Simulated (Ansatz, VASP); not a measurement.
# One calculation of ZrC, two programs

```
CELL_PARAMETERS angstrom
0.00000 2.35021 2.35021
2.35021 0.00000 2.35021
2.35021 2.35021 0.00000
ATOMIC_POSITIONS crystal
Zr 0.50000 0.50000 0.50000
C 0.00000 0.00000 0.00000
```

Alike in both runs: task single point; functional PBE; k mesh 15 × 15 × 15; occupations fermi-dirac, width 0.05 eV; no spin polarisation.

|  | VASP | Ansatz |
| --- | --- | --- |
| version | VASP 6.6.1 | Ansatz 0.2.0 |
| potentials or method | VASP PAW PBE potentials, release 64 (Zr_sv, C), cutoff 520 eV | all-electron LAPW, scalar-relativistic |

|  | VASP | Ansatz | Ansatz less VASP |
| --- | --- | --- | --- |
| pressure (GPa) | 1.4 | 1.2 | -0.19 |

Ansatz ran all-electron here, so the differences hold the error of VASP's frozen core and of both bases.
